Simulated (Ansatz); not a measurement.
**Stress against strain in Cu₃N**

```xyz
4
Lattice="3.8140 0.0000 0.0000 0.0000 3.8140 0.0000 0.0000 0.0000 3.8140" Properties=species:S:1:pos:R:3 pbc="T T T"
Cu    1.9070    0.0000    0.0000
Cu    0.0000    1.9070    0.0000
Cu    0.0000    0.0000    1.9070
N     0.0000    0.0000    0.0000
```

Atoms are numbered in the order listed.

The cell comes from COD entry 1536894, which wasn't checked; take it as a given geometry.

Computed with Ansatz 0.2.0, DFT, PBEsol, all-electron LAPW, scalar-relativistic.

Sampling and basis: a Γ-centred 10×10×10 k mesh, Fermi–Dirac smearing of 0.08 eV, basis error target 1 meV/atom, no spin polarisation.

The strain is applied along the Cartesian axes of the cell as listed (the other components stay zero). Fractional coordinates are held (clamped ions).

σ is the change of stress from the unstrained cell, which is at -4.83 GPa; tension is positive, so slopes are stress–strain coefficients at that pressure.

Only quantities that a quadratic follows smoothly over the whole series are listed; rougher ones are left out.

```csv
εzz,σzz (GPa),σxx (GPa)
-0.0200,-5.25,-1.06
0.0000,0.00,0.00
0.0100,2.21,0.48
0.0200,4.18,0.93
```

(1) Fit the series and read off the stiffness at zero strain.

(2) One run, at εzz = -0.0100, is withheld. Predict its row.

## Answers

(1) Least-squares fits y = p0 + p1 x + p2 x² to the rows give σzz (GPa): p1 = 236, p2 = -1300; σxx (GPa): p1 = 49.7, p2 = -160. So C11 = 236 GPa and C12 = 50 GPa, which gives B = (C11 + 2 C12)/3 = 112 GPa.

(2) The fits give -2.50, -0.51; the run gave -2.48, -0.51.
